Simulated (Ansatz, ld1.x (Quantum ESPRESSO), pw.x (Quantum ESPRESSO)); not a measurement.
**From atom to crystal: PAW potential for indium**

- Element: In
- Generator: ld1.x (Quantum ESPRESSO) 7.5
- Type: PAW
- Functional: PBE
- Relativity: scalar-relativistic
- Frozen core: [Ar] 3d10
- Valence charge: 21
- Reference configuration: 4s2 4p6 4d10 5s2 5p1
- Partial waves: 4s (bound): rcut 1.20, rcutus 1.25 bohr; 5s (bound): rcut 1.20, rcutus 1.25 bohr; 4p (bound): rcut 1.65, rcutus 1.85 bohr; 5p (bound): rcut 1.65, rcutus 1.85 bohr; 4d (bound): rcut 1.25, rcutus 1.70 bohr; 4d channel at -0.75 Ry: rcut 1.25, rcutus 1.70 bohr
- Local potential: all-electron potential smoothed inside 1.20 bohr (lloc = -1)
- Core correction: Bessel-smoothed model core inside 0.80 bohr
- Augmentation charge: BESSEL, radius 0.95 bohr

Crystal test: fcc In in pw.x 7.5, no spin, 12³ k-points, Fermi–Dirac smearing 0.01 Ry, cutoffs 110/880 Ry. The reference is all-electron LAPW (Ansatz 0.2.0) with the same functional, mesh and smearing; V0 and B0 come from Birch–Murnaghan fits to the pressures at five volumes. Errors are pseudo minus all-electron; Δ is the rms difference of the E(V) curves that follow from these fits, minima aligned, over ±6 % about the mean V0. Mesh and smearing are coarse, so the numbers serve the comparison and aren't converged zero-temperature values; the lattice is a test structure that the element need not adopt.

All-electron: a0 = 4.791 Å (V0 = 27.50 Å³/atom), B0 = 34.9 GPa.

Task: How far does the potential miss the all-electron equation of state?

Result: mean pressure error (GPa): -0.63; a0 (Å): 4.760; a0 error (%): -0.65; B0 error (%): -0.1; Δ (meV/atom): 4.1. This is a poor potential for the solid.

| V (Å³/atom) | P all-electron (GPa) | P pseudo (GPa) |
| --- | --- | --- |
| 26.366 | 1.64 | 0.83 |
| 27.060 | 0.58 | -0.13 |
| 27.754 | -0.32 | -0.92 |
| 28.448 | -1.08 | -1.63 |
| 29.142 | -1.74 | -2.22 |

Task: At the middle volume, how do free energy and pressure move when the wave cutoff is lowered (ecutrho held at 880 Ry)?

Result:

```
cutoff (Ry)  shift of F (meV/atom)  shift of P (GPa)
         50                 +110.9             -1.72
         66                  +17.1             -0.33
         88                   +4.7             -0.15
```

Input at the middle volume:

```
&control
  calculation='scf', prefix='x', pseudo_dir='./', outdir='./tmp', tstress=.true., disk_io='low'
/
&system
  ibrav=0, nat=1, ntyp=1, ecutwfc=110, ecutrho=880, nbnd=19,
  occupations='smearing', smearing='fd', degauss=0.01
/
&electrons
  conv_thr=1e-09, mixing_beta=0.4, electron_maxstep=70
/
ATOMIC_SPECIES
In 1.0 In.UPF
CELL_PARAMETERS angstrom
  0.00000000 2.40306322 2.40306322
  2.40306322 0.00000000 2.40306322
  2.40306322 2.40306322 0.00000000
ATOMIC_POSITIONS crystal
In 0.0000 0.0000 0.0000
K_POINTS automatic
12 12 12 0 0 0
```

```bash
pw.x < In.scf.in > In.scf.out
```

Lines of the output:

```
Message from routine setup:
     using ibrav=0 with symmetry is DISCOURAGED, use correct ibrav instead
     lattice parameter (alat)  =       6.4221  a.u.
     unit-cell volume          =     187.2933 (a.u.)^3
     number of electrons       =        21.00
     number of Kohn-Sham states=           19
     kinetic-energy cutoff     =     110.0000  Ry
     charge density cutoff     =     880.0000  Ry
     scf convergence threshold =      1.0E-09
     Exchange-correlation= SLA  PW   PBX  PBC
     number of k points=    72  Fermi-Dirac smearing, width (Ry)=  0.0100
     iteration #  1     ecut=   110.00 Ry     beta= 0.40
     total energy              =    -658.38028514 Ry
     estimated scf accuracy    <       0.01005978 Ry
     iteration #  2     ecut=   110.00 Ry     beta= 0.40
     total energy              =    -658.38206275 Ry
     estimated scf accuracy    <       0.00087037 Ry
     iteration #  3     ecut=   110.00 Ry     beta= 0.40
     total energy              =    -658.38217479 Ry
     estimated scf accuracy    <       0.00038394 Ry
     iteration #  4     ecut=   110.00 Ry     beta= 0.40
     total energy              =    -658.38219350 Ry
     estimated scf accuracy    <       0.00000088 Ry
     iteration #  5     ecut=   110.00 Ry     beta= 0.40
     total energy              =    -658.38219589 Ry
     estimated scf accuracy    <       0.00000026 Ry
     iteration #  6     ecut=   110.00 Ry     beta= 0.40
     total energy              =    -658.38219601 Ry
     estimated scf accuracy    <       0.00000023 Ry
     iteration #  7     ecut=   110.00 Ry     beta= 0.40
     total energy              =    -658.38219603 Ry
     estimated scf accuracy    <       0.00000003 Ry
     iteration #  8     ecut=   110.00 Ry     beta= 0.40
     total energy              =    -658.38219604 Ry
     estimated scf accuracy    <          1.2E-09 Ry
     iteration #  9     ecut=   110.00 Ry     beta= 0.40
     the Fermi energy is    11.0208 ev
!    total energy              =    -658.38219604 Ry
     estimated scf accuracy    <          1.6E-10 Ry
     smearing contrib. (-TS)   =      -0.00223809 Ry
     The total energy is F=E-TS. E is the sum of the following terms:
     one-electron contribution =    -241.58478520 Ry
     hartree contribution      =     159.79476515 Ry
     xc contribution           =     -56.08832983 Ry
     ewald contribution        =    -222.62339719 Ry
     one-center paw contrib.   =    -297.87821087 Ry
     convergence has been achieved in   9 iterations
          total   stress  (Ry/bohr**3)                   (kbar)     P=       -9.23
```

The run at the middle volume (72 k-points, 9 iterations) took about 95 s on one core of a shared host (Neoverse-V1, 64 threads, 503 GiB, load 21).
